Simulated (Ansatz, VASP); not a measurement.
## CaO: VASP beside Ansatz

```
CELL_PARAMETERS angstrom
0.00000 2.38742 2.38742
2.38742 0.00000 2.38742
2.38742 2.38742 0.00000
ATOMIC_POSITIONS crystal
Ca 0.00000 0.00000 0.00000
O 0.50000 0.50000 0.50000
```

Change from the starting cell: volume scaled by 0.98.

Alike in both runs: task single point; functional PBEsol; k mesh 10 × 10 × 10; occupations fermi-dirac, width 0.05 eV; no spin polarisation.

|  | VASP | Ansatz |
| --- | --- | --- |
| version | VASP 6.6.1 | Ansatz 0.2.0 |
| potentials or method | VASP PAW PBE potentials, release 64 (Ca_sv, O), cutoff 520 eV | all-electron LAPW, scalar-relativistic |

|  | VASP | Ansatz | Ansatz less VASP |
| --- | --- | --- | --- |
| gap on the k mesh at the Fermi level (eV) | 3.52 | 3.54 | +0.018 |
| least direct gap on the mesh (eV) | 3.90 | 3.92 | +0.017 |
| pressure (GPa) | 0.1 | -0.5 | -0.63 |

Ansatz ran all-electron here, so the differences hold the error of VASP's frozen core and of both bases.

Caveats: the PAW data sets were made with another functional, which shifts forces and pressure a little (VASP). A k mesh can miss the band edges.
